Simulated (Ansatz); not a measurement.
## How BaHfO3 absorbs and reflects light

What colour and refractive index does BaHfO3 have at this level of theory?

Method: DFT, PBE, plane-wave PAW, default files, scalar-relativistic, independent-particle optical response without local fields, in Ansatz 0.2.0.

**1. The starting structure**

The structure is tetragonal, space group P4mm (No. 99). The conventional cell has a = 4.170 Å, b = 4.170 Å, c = 4.170 Å, α = 90.00°, β = 90.00°, γ = 90.00°. Nearest to Hf lie 6 O at 2.08 to 2.09 Å. Nearest to Ba lie 12 O at 2.94 to 2.96 Å. Nearest to O lie 2 Hf at 2.08 to 2.09 Å and 4 Ba at 2.95 Å. Nearest to O lie 2 Hf at 2.08 Å and 4 Ba at 2.94 to 2.96 Å. Farther neighbours and most contacts between anions are not listed.

**2. Ground state and bands**

First the ground state: is it a metal or has it a gap?

This step: DFT, PBE, plane-wave PAW, default files, scalar-relativistic, ground state (Ansatz 0.2.0).

Input file input.yaml:

```yaml
crystal:
  lattice:
    - [4.1695667999, 0.0, 0.0]
    - [0.0, 4.1695667999, 0.0]
    - [0.0, 0.0, 4.1703766343]
  atoms:
    - { symbol: Hf, position: [0.0, 0.0, 0.49787533] }
    - { symbol: Ba, position: [0.5, 0.5, 0.99642496] }
    - { symbol: O, position: [0.0, 0.0, 0.99794122] }
    - { symbol: O, position: [0.5, 0.0, 0.49889014] }
    - { symbol: O, position: [0.0, 0.5, 0.49889014] }
kpoints:
  mp_grid: { grid: [6, 6, 6] }
  band_path:
    path:
      - [[0.0, 0.0, 0.0], [0.0, 0.5, 0.0], [0.5, 0.5, 0.0], [0.0, 0.0, 0.0], [0.0, 0.0, 0.5], [0.0, 0.5, 0.5], [0.5, 0.5, 0.5], [0.0, 0.0, 0.5]]
      - [[0.0, 0.5, 0.0], [0.0, 0.5, 0.5]]
      - [[0.5, 0.5, 0.0], [0.5, 0.5, 0.5]]
    npoints: 6
scf:
  occupations: { method: fermi_dirac, width: 0.05 }
  n_extra_bands: 9
hamiltonian:
  xc: pbe
  pseudopotentials: { kind: paw }
output:
  forces: true
  stress: true
  populations: true
  write_bands: true
  write_density: true
  write_potential: true
  elf: true
  volumetric_format: npy
```

On the command line:

```bash
ansatz run input.yaml --threads 4 --pin off --max-ram 8192MiB --backend cpu --events-out ev --progress --plain --runs-dir out
```

Numbers of over 12 decimals in the logs are rounded to 6 here.

The log of the run:

```text
scf.n_extra_bands = 9 over 27 filled bands (N_el = 54.0): the run solves 36 bands
Engine: ansatz 0.2.0, aarch64-unknown-linux-gnu
Pseudopotentials: kind: paw
Pseudopotential: Hf, paw, valence charge 26, recommended cutoff 420 eV (normal), Hf.paw.azcp
Pseudopotential: Ba, paw, valence charge 10, recommended cutoff 420 eV (normal), Ba.paw.azcp
Pseudopotential: O, paw, valence charge 6, recommended cutoff 420 eV (normal), O.paw.azcp
Functional definition: PBE
  parameter kappa = 0.804
  parameter beta = 0.066725
  exchange = pbe_x(kappa = kappa, mu = beta*pi^2/3)
  correlation = pbe_c(beta = beta)
Crystal: 5 atoms, lattice volume = 72.503 Å³
Basis set: ecut = 420 eV, 1365 PW (Γ), exchange–correlation on 60×60×60 points (8 copies of the dense FFT grid, shifted against one another)
Bands: 36, of which v1, the nominal top of the filled ones, is band 27 counted from 1 (26 counted from 0)
Symmetry: 8 space group operations
Space group: P4mm (ITA 99), of the structure as read, at distance tolerance 4.2e-5 Å
k-points: 40 of 216 (time reversal used)
Non-local potential: Hf, projectors of the file, l = 0: 3, l = 1: 2, l = 2: 2, l = 3: 3
Non-local potential: Ba, projectors of the file, l = 0: 3, l = 1: 2, l = 2: 2, l = 3: 2
Non-local potential: O, projectors of the file, l = 0: 2, l = 1: 2, l = 2: 1
PAW form: soft (Blöchl's): semilocal exchange-correlation on the pseudo side does not see the compensation charge
PAW one-centre angular grid: Hf, 590 points (default); XC on 64 Gauss nodes
PAW one-centre angular grid: Ba, 194 points (default); XC on 64 Gauss nodes
PAW one-centre angular grid: O, 110 points (default); XC on 64 Gauss nodes
Initial density: superposition of atomic densities (neutral atoms: chi_scale 0, normalization atom), corrected by the library's trained network
Initial wavefunctions: pseudopotential atomic-orbital guess
Functional: x = pbe(κ = 0.804, μ = 0.219515), c = pbe(β = 0.066725)
SCF iter   1: F=—  HF=-23382.403468 eV  |F-HF|=—  |Δ(HF+E_count)|=         —  Δρ=9.45e-4  dr2=2.49e-4  ethr=1.77e-3  ⟨swp⟩=8.7  Hψ=6984  notcnv=0  defer=14
preconditioner: auto → Resta (q_TF=auto, 2.598 Å⁻¹)  ε∞=4.1  [insulator: Δε(μ)=3.664 eV  Ē_g=17.873 eV  σ=0.050 eV  W_gap=1.00  n_scr=18 (ndim 8)  ℏωp=31.4 eV  f_vac=0.008  D(μ)=0.00/eV (n_scr^D=0)  ε∞_Penn≈4.1]
SCF iter   2: F=—  HF=-23382.404321 eV  |F-HF|=—  |Δ(HF+E_count)|=   8.52e-4  Δρ=8.67e-4  dr2=4.31e-4  ethr=4.61e-7  ⟨swp⟩=3.0  Hψ=3220  notcnv=0  defer=31
SCF iter   3: F=—  HF=-23382.404316 eV  |F-HF|=—  |Δ(HF+E_count)|=   4.47e-6  Δρ=3.18e-4  dr2=4.07e-5  ethr=4.61e-7  ⟨swp⟩=2.0  Hψ=2175  notcnv=0  defer=31
SCF iter   4: F=—  HF=-23382.404391 eV  |F-HF|=—  |Δ(HF+E_count)|=   7.46e-5  Δρ=1.13e-4  dr2=4.93e-6  ethr=7.54e-8  ⟨swp⟩=2.5  Hψ=2398  notcnv=0  defer=31
SCF iter   5: F=—  HF=-23382.404400 eV  |F-HF|=—  |Δ(HF+E_count)|=   8.93e-6  Δρ=3.09e-5  dr2=5.86e-7  ethr=9.14e-9  ⟨swp⟩=2.0  Hψ=2384  notcnv=0  defer=31
SCF iter   6: F=—  HF=-23382.404399 eV  |F-HF|=—  |Δ(HF+E_count)|=   7.37e-7  Δρ=1.66e-5  dr2=2.16e-7  ethr=1.08e-9  ⟨swp⟩=2.4  Hψ=2431  notcnv=0  defer=31
SCF iter   7: F=-23382.404399 eV  HF=-23382.404399 eV  |F-HF|=6.31e-9  |Δ(HF+E_count)|=   5.80e-9  Δρ=3.93e-6  dr2=1.10e-8  ethr=1.85e-10  ⟨swp⟩=14.6  Hψ=11062  notcnv=0
SCF 1 converged in 7 iterations: F = -23382.404399 eV  dr2 = 1.10e-8
  greatest PAW one-centre occupation: 0.999 electrons in one spin orbital (limit 2), on the Hf atom at site 0 (counted from 0), in its partial waves of l = 0
NSCF: frozen V_eff on 57 k-points
SCF converged after 7 iterations
Free energy (F): -23382.404399 eV
Harris-Foulkes:  -23382.404399 eV  (|F-HF|=6.31e-9)
Internal energy: -23382.404399 eV  (E = F + TS)
E sigma→0 (E₀):  -23382.404399 eV
Fermi energy:    13.485977 eV
--- Per-component energies (eV) ---
  E_band       = -39.747211
  E_kinetic    = 1119.201252
  E_local      = -7999.418813  (includes V_loc(G=0)·N_el)
  E_nonlocal   = -1041.637552
  E_hartree    = 3645.285112
  E_xc         = -692.699130
  E_vxc        = -688.513932  (∫ρ·V_xc dr)
  E_paw        = -12628.026647  (= ΣΔE_a)
  E_vpaw       = 1280.039479  (= ΣTr[D̂ρ^β])
  E_aug_tail   = 0.007458  (compensation charges beyond the density's cutoff)
  E_ewald      = -5785.116079
  E_smearing   = -0.000000  (= −TS)
  E_closure    = 0.000000  (closes the sum)
  Σ components = -23382.404399   (vs F -23382.404399, Δ=0.00e0)
--- Forces (eV/Å), atoms counted from 1 ---
  atom   1  Hf    -0.00000000     0.00000000    -0.01681013
  atom   2  Ba     0.00000000     0.00000000     0.01995831
  atom   3  O      0.00000000     0.00000000     0.01936857
  atom   4  O     -0.00000000     0.00000000    -0.01125867
  atom   5  O      0.00000000     0.00000000    -0.01125867
  max |Σ_I F_I| component: 5.85e-7 eV/Å
--- Stress (GPa, compression-positive) ---
        4.293570       0.000000      -0.000000
        0.000000       4.293570       0.000000
       -0.000000       0.000000       4.244726
  P = ⅓ Tr σ = 4.2773 GPa (42.773 kbar)
--- Band table (eV; the first three rows and the last of 40) ---
  k-point 0: bands = [... 23 lower, 10.6588, 11.5167, 11.5171, 11.5171, 15.2921, 15.2921, 15.2928, 16.4148, ... 5 higher]
  k-point 1: bands = [... 23 lower, 10.4731, 10.8587, 11.4102, 11.4102, 15.3932, 15.9244, 15.9244, 16.8374, ... 5 higher]
  k-point 2: bands = [... 23 lower, 10.1151, 10.1508, 11.2635, 11.2635, 15.6247, 17.2328, 17.2328, 17.7214, ... 5 higher]
  k-point 39: bands = [... 23 lower, 9.1567, 11.6164, 11.6164, 11.6167, 17.7632, 17.7632, 17.7643, 19.4981, ... 5 higher]
--- Löwdin populations: 5 sites ---
  site symbol       q [e]
     0     Hf     24.8402
     1     Ba      8.1920
     2      O      6.8671
     3      O      6.8668
     4      O      6.8668
  spilling = 0.006800 (of n_electrons = 54.000000)
```

Wall time 4.9 s (4 threads of Arm Neoverse V2, shared host); peak memory 0.41 GiB; 18 s of CPU time.

Reading the cycles: dr2 is the Hartree energy of the density residual (eV), the measure of convergence; HF is the Harris–Foulkes estimate of the energy, which meets the free energy F at convergence.

Numbers from this step:

| Item | Value |
| --- | --- |
| free energy | -23382.4044 eV |
| Fermi energy | 13.49 eV |
| gap by band count | 3.675 eV |
| electrons | 54 |
| symmetry operations | 8 |
| pressure | 4.277 GPa |
| gap on the k-mesh | 3.675 eV |
| volume | 72.50 Å³ |
| gap on the path | 3.675 eV |
| least direct gap on the path | 3.775 eV |

There is a gap, 3.68 eV on the path, so no carriers' term is needed. The cell is left with a pressure of 4.3 GPa and forces up to 0.02 eV/Å, as it stands unrelaxed at this level.

The electronic bands at the labelled points (eV, zero at the Fermi level; v1 is the highest filled band, c1 the lowest empty one):

| point | v4 | v3 | v2 | v1 | c1 | c2 | c3 | c4 |
| --- | --- | --- | --- | --- | --- | --- | --- | --- |
| Γ | -2.83 | -1.97 | -1.97 | -1.97 | 1.81 | 1.81 | 1.81 | 2.93 |
| halfway | -3.18 | -3.06 | -2.16 | -2.16 | 2.02 | 3.07 | 3.07 | 3.78 |
| X | -3.58 | -3.48 | -2.28 | -2.28 | 2.28 | 4.55 | 4.55 | 4.73 |
| halfway | -3.12 | -2.91 | -2.60 | -2.30 | 3.38 | 4.48 | 4.54 | 5.52 |
| M | -2.79 | -2.73 | -2.73 | -1.92 | 4.47 | 4.47 | 4.83 | 5.16 |
| halfway | -3.22 | -2.79 | -2.44 | -2.34 | 3.19 | 3.23 | 3.41 | 4.76 |
| Γ | -2.83 | -1.97 | -1.97 | -1.97 | 1.81 | 1.81 | 1.81 | 2.93 |
| halfway | -3.18 | -3.06 | -2.16 | -2.16 | 2.02 | 3.07 | 3.07 | 3.78 |
| Z | -3.57 | -3.48 | -2.28 | -2.28 | 2.28 | 4.55 | 4.55 | 4.73 |
| halfway | -3.12 | -2.91 | -2.60 | -2.30 | 3.38 | 4.48 | 4.54 | 5.52 |
| R | -2.79 | -2.73 | -2.73 | -1.92 | 4.47 | 4.47 | 4.83 | 5.16 |
| halfway | -4.27 | -2.34 | -2.34 | -1.89 | 4.57 | 4.64 | 4.64 | 5.64 |
| A | -4.33 | -1.87 | -1.87 | -1.87 | 4.28 | 4.28 | 4.28 | 6.01 |
| halfway | -3.92 | -2.65 | -2.40 | -2.28 | 3.96 | 4.55 | 4.82 | 5.50 |
| Z | -3.57 | -3.48 | -2.28 | -2.28 | 2.28 | 4.55 | 4.55 | 4.73 |
| jump to X | -3.58 | -3.48 | -2.28 | -2.28 | 2.28 | 4.55 | 4.55 | 4.73 |
| halfway | -3.12 | -2.91 | -2.60 | -2.30 | 3.38 | 4.48 | 4.54 | 5.52 |
| R | -2.79 | -2.73 | -2.73 | -1.92 | 4.47 | 4.47 | 4.83 | 5.16 |
| jump to M | -2.79 | -2.73 | -2.73 | -1.92 | 4.47 | 4.47 | 4.83 | 5.16 |
| halfway | -4.28 | -2.34 | -2.34 | -1.89 | 4.57 | 4.64 | 4.64 | 5.64 |
| A | -4.33 | -1.87 | -1.87 | -1.87 | 4.28 | 4.28 | 4.28 | 6.01 |

Valence density in the ac plane at fractional y = 0.000, with atoms of Hf and O within 0.2 Å of it. It is the smooth field of the valence electrons, not physical close to the nuclei.

Values in e/Å³, 14 rows by 14 columns, each cell a mean:
```
 6  4  1  0  0  0  0  0  0  0  0  1  2  5
 3  2  1  0  0  0  0  0  0  0  0  0  1  2
 1  1  0  0  0  0  0  0  0  0  0  0  0  1
 1  1  0  0  0  0  0  0  0  0  0  0  0  1
 6  4  1  0  0  1  1  2  1  1  0  1  2  5
19 12  3  1  1  2  4  5  3  1  1  1  6 14
32 21  6  1  1  3  6  7  5  2  1  2 11 25
27 17  5  1  1  2  5  6  4  2  1  2  9 20
10  6  2  1  0  1  2  2  2  1  0  1  3  7
 2  2  1  0  0  0  1  1  1  0  0  0  1  2
 1  1  0  0  0  0  0  0  0  0  0  0  0  1
 2  1  0  0  0  0  0  0  0  0  0  0  1  1
 5  3  1  0  0  0  0  0  0  0  0  0  2  4
 7  5  1  0  0  0  0  0  0  0  0  1  3  6
```
Atoms in or near the plane, at fractional coordinates: Hf at (0.00, 0.50), O at (0.00, 0.00), O at (0.50, 0.50).

Electrostatic potential energy in the ac plane at fractional y = 0.000, with atoms of Hf and O within 0.2 Å of it. With pseudopotentials it is smooth inside the atoms' cores, unlike the true potential.

Values in eV, 14 rows by 14 columns, each cell a mean:
```
-30 -24   4  16  17  16  15  15  16  16  17  15  -8 -27
-16  -6  12  16  16  16  16  16  16  16  16  15   6 -10
  7   9  12  14  16  16  16  16  16  16  15  14  11   8
 -3   0   7  11  15  16  16  16  16  16  13  10   4  -1
-24 -20  -7   5  12  12   1  -3   6  13  10   2 -13 -22
-26 -27 -18  -1   9  -2 -22 -27 -16   4   7  -5 -24 -27
-19 -25 -23  -6   6 -13 -32 -32 -28  -6   5 -10 -27 -23
-22 -27 -21  -4   7  -9 -29 -32 -23  -2   6  -8 -26 -25
-26 -24 -11   3  11   9  -7 -11  -1  11   9   0 -17 -25
-13  -9   1   8  14  15  14  12  14  15  12   7  -3 -10
  5   7  11  13  15  16  16  16  17  16  15  13   9   7
 -3   5  14  15  16  16  16  16  16  16  16  15  11   2
-28 -20   7  16  17  16  16  16  16  16  16  16  -4 -23
-32 -28  -1  15  17  16  15  15  16  16  17  14 -14 -30
```
Atoms in or near the plane, at fractional coordinates: Hf at (0.00, 0.50), O at (0.00, 0.00), O at (0.50, 0.50).

**3. Spectrum**

With the density converged, the vertical transitions are summed over the zone.

This step: DFT, PBE, plane-wave PAW, default files, scalar-relativistic, independent-particle optical response without local fields (Ansatz 0.2.0).

input.yaml, the sections that differ from step 2:

```yaml
kpoints:
  mp_grid: { grid: [6, 6, 6] }
scf:
  occupations: { method: fixed }
output:
  optics:
    e_range: [0, 20]
    de: 0.05
    sigma: 0.15
    nscf_kmesh: { grid: [6, 6, 6] }
    bands: { spectra_wanted_up_to: 20 }
# crystal, hamiltonian: as in step 2
```

The log of the run:

```text
[...]
Crystal: 5 atoms, lattice volume = 72.503 Å³
Basis set: ecut = 420 eV, 1365 PW (Γ)
Bands: 33, of which v1, the nominal top of the filled ones, is band 27 counted from 1 (26 counted from 0)
Symmetry: 8 space group operations
[...]
k-points: 40 of 216 (time reversal used)
[...]
SCF iter   1: F=—  HF=-23382.403556 eV  |F-HF|=—  |Δ(HF+E_count)|=         —  Δρ=9.34e-4  dr2=1.71e-4  ethr=1.77e-3  ⟨swp⟩=4.5  Hψ=4669  notcnv=0  defer=110
[...]
SCF iter  10: F=-23382.404372 eV  HF=-23382.404372 eV  |F-HF|=1.46e-11  |Δ(HF+E_count)|=  5.09e-11  Δρ=7.37e-8  dr2=2.89e-12  ethr=1.00e-12  ⟨swp⟩=9.6  Hψ=6942  notcnv=0
SCF 1 converged in 10 iterations: F = -23382.404372 eV  dr2 = 2.89e-12
[...]
NSCF: frozen V_eff on 40 k-points
output.optics: what the bands over the 67 summed would add to eps1, eps2 and the energy-loss function is held between a lower and an upper bound (7 Lanczos steps). eps1, eps2 and their loss function (loss_summed_bands) are given on every row as the summed bands alone make them. Along an axis, on a row where the two bounds hold the loss function to about 1 % of the greater of itself and 0.5 % of |1/eps|, its cell (loss_completed) is given, with the completed eps1 and eps2 that it is formed of (a cell that is left empty reads nan in the table and null in the record). The two bounds hold it so along every axis on all 401 rows up to 20.000 eV. [rest of the remark cut]
SCF converged after 10 iterations
Free energy (F): -23382.404372 eV
[...]
Internal energy: -23382.404372 eV  (E = F + TS)
E sigma→0 (E₀):  -23382.404372 eV
Fermi energy:    11.616597 eV
[...]
--- Band table (eV; the first three rows and the last of 40) ---
  k-point 0: bands = [... 23 lower, 10.6588, 11.5168, 11.5172, 11.5172, 15.2920, 15.2920, 15.2927, 16.4149, ... 2 higher]
  k-point 1: bands = [... 23 lower, 10.4731, 10.8587, 11.4103, 11.4103, 15.3932, 15.9243, 15.9243, 16.8375, ... 2 higher]
  k-point 2: bands = [... 23 lower, 10.1150, 10.1508, 11.2636, 11.2636, 15.6246, 17.2327, 17.2327, 17.7214, ... 2 higher]
  k-point 39: bands = [... 23 lower, 9.1567, 11.6164, 11.6164, 11.6166, 17.7633, 17.7633, 17.7643, 19.4980, ... 2 higher]
```

Run time: 50 s. Hardware: 4 threads; peak memory 1.3 GiB; 3.3 min of CPU time.

This step gave:

- electronic dielectric constant ε∞, mean over x, y and z (by symmetry where fewer were run): 4.829
- absorption onset, first axis (α over 10⁴ cm⁻¹, or the direct gap if that lies higher): 3.832 eV
- main peak of Im epsilon, first axis: 6.677 eV
- centre of weight of the strongest loss peak in the window: 13.05 eV
- least direct gap on the mesh: 3.775 eV
- bands summed: 67
- spectra valid up to: 28.32 eV
- program's estimate of the k-sum error in Im epsilon: 0.08 %
- electrons in the f-sum: 30.91

The Im ε, any direction has structure finer than the step of the table below, so its rows give means over 1 eV, whole bins alone (the curve runs from 0 to 20 eV). Peaks (eV: height): 6.7: 8.97, 10.5: 6.25, 19.2: 3.85.

Table of Im ε, any direction by photon energy; means over each step:

| photon energy (eV) | Im ε, any direction |
| --- | --- |
| 3 | 1.6e-5 |
| 4 | 0.356 |
| 5 | 2.53 |
| 6 | 5.22 |
| 7 | 6.42 |
| 8 | 4.09 |
| 9 | 4.40 |
| 10 | 5.30 |
| 11 | 4.30 |
| 12 | 2.11 |
| 13 | 1.31 |
| 14 | 1.10 |
| 15 | 1.19 |
| 16 | 2.25 |
| 17 | 3.19 |
| 18 | 3.03 |
| 19 | 3.32 |

Re ε, any direction against photon energy:

| photon energy (eV) | Re ε, any direction |
| --- | --- |
| 0.0 | 4.83 |
| 0.5 | 4.84 |
| 1.0 | 4.89 |
| 1.5 | 4.97 |
| 2.0 | 5.10 |
| 2.5 | 5.29 |
| 3.0 | 5.56 |
| 3.5 | 6.00 |
| 4.0 | 6.78 |
| 4.5 | 7.68 |
| 5.0 | 7.79 |
| 5.5 | 7.47 |
| 6.0 | 7.54 |
| 6.5 | 6.37 |
| 7.0 | 1.17 |
| 7.5 | 2.25 |
| 8.0 | 2.75 |
| 8.5 | 2.56 |
| 9.0 | 2.64 |
| 9.5 | 2.54 |
| 10.0 | 1.90 |
| 10.5 | 0.413 |
| 11.0 | -1.09 |
| 11.5 | -0.933 |
| 12.0 | -0.781 |
| 12.5 | -0.0174 |
| 13.0 | 0.0949 |
| 13.5 | 0.662 |
| 14.0 | 1.32 |
| 14.5 | 1.18 |
| 15.0 | 1.78 |
| 15.5 | 2.33 |
| 16.0 | 2.03 |
| 16.5 | 2.10 |
| 17.0 | 1.67 |
| 17.5 | 0.789 |
| 18.0 | 0.576 |
| 18.5 | 0.487 |
| 19.0 | 0.103 |
| 19.5 | -1.75 |
| 20.0 | -0.916 |

Table of loss function −Im 1/ε at q → 0, any direction by energy loss; read off at these points:

| energy loss (eV) | loss function −Im 1/ε at q → 0, any direction |
| --- | --- |
| 3.0 | 0 |
| 4.0 | 0.00669 |
| 5.0 | 0.0387 |
| 6.0 | 0.0603 |
| 7.0 | 0.155 |
| 8.0 | 0.161 |
| 9.0 | 0.162 |
| 10.0 | 0.178 |
| 11.0 | 0.232 |
| 12.0 | 0.427 |
| 13.0 | 0.714 |
| 13.3 | 0.946 |
| 14.0 | 0.371 |
| 15.0 | 0.242 |
| 16.0 | 0.243 |
| 17.0 | 0.231 |
| 18.0 | 0.338 |
| 19.0 | 0.325 |
| 20.0 | 0.492 |

Values under 1 per cm are given as 1. The absorption coefficient, any direction by photon energy:

| photon energy (eV) | absorption coefficient, any direction (1/cm) |
| --- | --- |
| 0.000 | 1 |
| 0.500 | 1 |
| 1.000 | 1 |
| 1.500 | 1 |
| 2.000 | 1 |
| 2.500 | 1 |
| 3.000 | 1 |
| 3.500 | 30.5 |
| 4.000 | 23976 |
| 4.500 | 87197 |
| 5.000 | 2.3e5 |
| 5.500 | 3.6e5 |
| 6.000 | 5.1e5 |
| 6.500 | 9.2e5 |
| 7.000 | 1.1e6 |
| 7.500 | 8.0e5 |
| 8.000 | 9.2e5 |
| 8.500 | 8.2e5 |
| 9.000 | 1.1e6 |
| 9.500 | 1.2e6 |
| 10.000 | 1.3e6 |
| 10.500 | 1.8e6 |
| 11.000 | 1.8e6 |
| 11.500 | 1.6e6 |
| 12.000 | 1.5e6 |
| 12.500 | 1.1e6 |
| 13.000 | 1.1e6 |
| 13.500 | 6.4e5 |
| 14.000 | 6.1e5 |
| 14.500 | 7.6e5 |
| 15.000 | 5.6e5 |
| 15.500 | 8.3e5 |
| 16.000 | 1.2e6 |
| 16.500 | 1.3e6 |
| 17.000 | 1.8e6 |
| 17.500 | 1.9e6 |
| 18.000 | 2.0e6 |
| 18.500 | 2.4e6 |
| 19.000 | 2.3e6 |
| 19.500 | 3.1e6 |
| 20.000 | 2.3e6 |

The reflectivity at normal incidence, any direction has structure finer than the step of the table below, so its rows give means over 1 eV, whole bins alone (the curve runs from 0 to 20 eV). Peaks (eV: height): 6.8: 34.9, 10.8: 36.6, 19.6: 43.6.

Reflectivity at normal incidence, any direction against photon energy; means over each step:

| photon energy (eV) | reflectivity at normal incidence, any direction (%) |
| --- | --- |
| 1 | 14.3 |
| 2 | 14.9 |
| 3 | 16.4 |
| 4 | 19.9 |
| 5 | 23.9 |
| 6 | 27.4 |
| 7 | 29.1 |
| 8 | 20.5 |
| 9 | 21.7 |
| 10 | 26.4 |
| 11 | 34.8 |
| 12 | 28.3 |
| 13 | 14.7 |
| 14 | 5.26 |
| 15 | 5.93 |
| 16 | 11.9 |
| 17 | 18.0 |
| 18 | 19.3 |
| 19 | 28.9 |

Optical constants at common wavelengths, from n + ik = √ε:

| wavelength (nm) | n | k | R (%) | 1/α |
| --- | --- | --- | --- | --- |
| 1064 | 2.22 | 0.000 | 14.3 | over 1 mm |
| 532 | 2.28 | 0.000 | 15.3 | over 1 mm |
| 405 | 2.37 | 0.000 | 16.5 | over 1 mm |
| 365 | 2.43 | 0.000 | 17.3 | over 1 mm |
| 308 | 2.61 | 0.064 | 19.9 | 383 nm |
| 248 | 2.83 | 0.461 | 23.9 | 43 nm |
| 193 | 2.91 | 1.273 | 31.2 | 12 nm |

Rows near the edge hang on the gap, which this functional as a rule makes too small, and phonon-assisted absorption is left out.

Through 1 µm of it, D65 light comes out colourless, dimmed by reflection (x = 0.314, y = 0.331; 74 % transmitted).

The f-sum over the summed bands holds 30.9 of the cell's 54 electrons outside the frozen cores, 20 of which lie in bands more than 12 eV below the Fermi level, whose transitions come at higher energies. Up to 20 eV the strength has a mean oscillator energy of 10.2 eV, well above the main peak, so higher transitions carry much of it.

[end of part 1 of 2]

[Logs are printed without paths, hosts, clocks, repeated set-up lines and the standing remarks that a program may print on its own settings, such as how far it seeks lower states.]

[Hosts, paths, dates, database ids (printed as entryN), source tags and the programs' standing remarks are cut or masked in the printed files.]
